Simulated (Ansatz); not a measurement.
Hf:

```
Hf
1.0
    -1.80500    1.80500    1.80500
     1.80500   -1.80500    1.80500
     1.80500    1.80500   -1.80500
Hf
1
Direct
  0.00000 0.00000 0.00000
```

This isn't the form of Hf at room conditions, which is hcp.

```yaml
Program: Ansatz 0.2.0
Task: relaxation of cell and atoms
Functional: HSEsol
Potentials_or_basis: Ansatz PAW
Cutoff: "420 eV (not typed: the program's choice for these potentials)"
k_mesh: 5 × 5 × 5
Occupations: fermi-dirac, width 0.05 eV
Spin: no spin polarisation
```

At the start: volume 23.52 Å³/atom.

**Question.** Where does the relaxation end?

**Answer.** It ends after 6 steps and the volume is 21.58 Å³/atom (-8.3 %); space group Im-3m (No. 229, to 0.05 Å).

Step by step:
```tsv
step	energy change (eV)	largest force (eV/Å)	volume (Å³)
1	0.0000	0.0000	23.52
2	-0.0368	0.0000	20.81
3	-0.0450	0.0000	21.89
4	-0.0468	0.0000	21.52
5	-0.0469	0.0000	21.58
6	-0.0462	0.0000	21.58
```

Final structure:
```yaml
crystal:
  lattice:
    - [-1.75387, 1.75387, 1.75387]
    - [1.75387, -1.75387, 1.75387]
    - [1.75387, 1.75387, -1.75387]
  atoms:
    - { symbol: Hf, position: [0.00000, 0.00000, 0.00000] }
```

Caveat: the k mesh is coarse (spacing up to 0.49 Å⁻¹), so the values aren't converged, least of all with exact exchange; the plane-wave basis is chosen anew once the cell has moved, so the energies of steps on either side of that aren't comparable; the PAW data sets come from PBE, with cores solved anew for the run's functional, which leaves a small shift of forces and pressure.
